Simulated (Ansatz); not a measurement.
A 2-atom cell of BaS started from a crystallographic database, relaxed with r2SCAN, was run in Ansatz 0.2.0 under altered settings. All numbers are computed, without spin polarisation but where a row says otherwise.

```xyz
2
Lattice="0.0000 3.2119 3.2119 3.2119 0.0000 3.2119 3.2119 3.2119 0.0000" Properties=species:S:1:pos:R:3 pbc="T T T"
Ba    0.0000    0.0000    0.0000
S     3.2119    3.2119    3.2119
```

The base run's other keys:
```yaml
kpoints:
  mp_grid: { grid: [4, 4, 4] }
hamiltonian:
  xc: hse06
scf:
  occupations: { method: fixed }
  n_extra_bands: 4
```

It takes 13 iterations with 1291 plane waves at 420 eV and 8 k points, and leaves a mean stress of -0.29 GPa. The gap over this mesh is 3.137 eV.

Outcomes, with energy and stress as changes against the base:
```csv
setting,outcome,ΔF (meV/atom),Δ mean stress (GPa),gap on the mesh (eV),iterations
"PBE hybrid, exx coeff 0.5, omega 0.3 1/Å",converged,–,-0.3,3.673,12
"PBE hybrid, exx coeff 0.15, omega 0.3 1/Å",converged,–,+0.2,2.643,11
hamiltonian.xc: lc_wpbe,converged,–,-0.4,7.957,14
"PBE hybrid, exx coeff 0.35, omega 0.3 1/Å",converged,–,-0.1,3.223,13
scf.max_iter: 1,not converged,–,–,–,1
```
A dash marks a value that wasn't obtained or can't be compared. Stress is positive in compression.

- PBE hybrid, exx coeff 0.5, omega 0.3 1/Å. That is 50 % exact exchange, screened with ω = 0.3 1/Å, against HSE06's 25 % screened at 0.208 1/Å. The mean stress moves by -0.3 GPa and the gap on the mesh by +0.536 eV (to 3.673). Totals of different functionals aren't comparable.
- PBE hybrid, exx coeff 0.15, omega 0.3 1/Å. That is 15 % exact exchange, screened with ω = 0.3 1/Å, against HSE06's 25 % screened at 0.208 1/Å. The mean stress moves by +0.2 GPa and the gap on the mesh by -0.494 eV (to 2.643). Totals of different functionals aren't comparable.
- hamiltonian.xc: lc_wpbe. The mean stress moves by -0.4 GPa and the gap on the mesh by +4.820 eV (to 7.957). It's another functional on the same cell, so totals aren't comparable.
- PBE hybrid, exx coeff 0.35, omega 0.3 1/Å. That is 35 % exact exchange, screened with ω = 0.3 1/Å, against HSE06's 25 % screened at 0.208 1/Å. The mean stress moves by -0.1 GPa and the gap on the mesh by +0.086 eV (to 3.223). Totals of different functionals aren't comparable.
- scf.max_iter: 1. The calculation stopped without meeting its thresholds. It stopped after 1 iteration; the base needs 13. Nothing that it printed is a property of the solid. Error: did not converge after 1 iteration: dr2 = 1.80e-3 (threshold 1.00e-7), under the density mixer `msr1`, which `scf.mixing.algorithm: auto` chose by the deck's other keys (type `scf.mixing.algorithm: msr1` to keep it); this SCF is the semilocal warm-up of a hybrid solve, ahead of its exchange loop […]

The runs are scalar-relativistic, without spin-orbit coupling.

The program warns that its thresholds are loose for a hybrid's stress.

The meshes of the hybrids are coarse, so their gaps aren't converged to the digits shown.
